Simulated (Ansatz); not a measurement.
Sb: relaxation of cell and atoms with revPBE

The system is Sb.

```
Sb
1.0
    -1.57654    1.57654    2.71194
     1.57654   -1.57654    2.71194
     1.57654    1.57654   -2.71194
Sb
1
Direct
  0.00000 0.00000 0.00000
```

This isn't the form of Sb at room conditions, which is rhombohedral.

```json
{
  "Program": "Ansatz 0.2.0",
  "Task": "relaxation of cell and atoms",
  "Functional": "revPBE",
  "Potentials or basis": "Ansatz PAW",
  "Cutoff": "420 eV (not typed: the program's choice for these potentials)",
  "k mesh": "12 × 12 × 12",
  "Occupations": "fermi-dirac, width 0.05 eV",
  "Spin": "no spin polarisation"
}
```

```yaml
Relaxed_volume: 28.05 Å³/atom
Relaxed_cell: a = 3.519 Å, b = 3.519 Å, c = 3.519 Å, α = 125.17°, β = 125.17°, γ = 81.26°
Space_group_after_relaxing_to_0.05_Å: I4/mmm (No. 139)
Energy_gained_by_relaxing: 11.9 meV/atom
Ionic_steps: 8
Pressure_after_relaxing: 0.0 GPa
Band_gap_on_the_k_mesh: none (metal or under the smearing width)
```

Step by step:
```csv
step,energy change (eV),largest force (eV/Å),volume (Å³)
1,0.0000,0.0000,26.96
2,-0.0087,0.0000,28.63
3,-0.0102,0.0000,28.20
4,-0.0106,0.0000,28.10
5,-0.0111,0.0000,28.03
6,-0.0116,0.0000,28.07
7,-0.0116,0.0000,28.05
8,-0.0119,0.0000,28.05
```

Final structure:
```cif
data_structure
_symmetry_space_group_name_H-M 'P 1'
_symmetry_Int_Tables_number 1
_cell_length_a 3.5192
_cell_length_b 3.5192
_cell_length_c 3.5192
_cell_angle_alpha 125.169
_cell_angle_beta 125.169
_cell_angle_gamma 81.258
_cell_volume 28.05
loop_
_atom_site_label
_atom_site_type_symbol
_atom_site_fract_x
_atom_site_fract_y
_atom_site_fract_z
_atom_site_occupancy
Sb1 Sb 0.00000 0.00000 0.00000 1
```

Levels at points of the mesh, in eV from the Fermi level:
| k point | band 5 | band 6 | band 7 | band 8 | band 9 | band 10 | band 11 | band 12 |
| --- | --- | --- | --- | --- | --- | --- | --- | --- |
| (0.00, 0.00, 0.00) | -29.30 | -12.64 | 4.68 | 5.11 | 5.11 | 9.76 | 10.37 | 10.86 |
| (0.00, 0.00, -0.50) | -29.25 | -6.91 | -4.34 | -0.73 | 0.49 | 3.58 | 4.39 | 16.16 |
| (0.00, -0.50, 0.00) | -29.29 | -9.05 | -5.57 | 2.07 | 4.71 | 6.57 | 9.95 | 10.09 |
| (-0.50, -0.50, -0.50) | -29.29 | -8.82 | -5.33 | 1.65 | 1.65 | 5.57 | 5.62 | 20.47 |

Run time: 17 s on 2 threads of Arm Neoverse V1, on a shared host, peak memory 0.35 GiB.

Caveat: the plane-wave basis is chosen anew once the cell has moved, so the energies of steps on either side of that aren't comparable; the PAW data sets come from PBE, with cores solved anew for the run's functional, which leaves a small shift of forces and pressure. The run has no spin-orbit coupling, so splittings on Sb are missing.
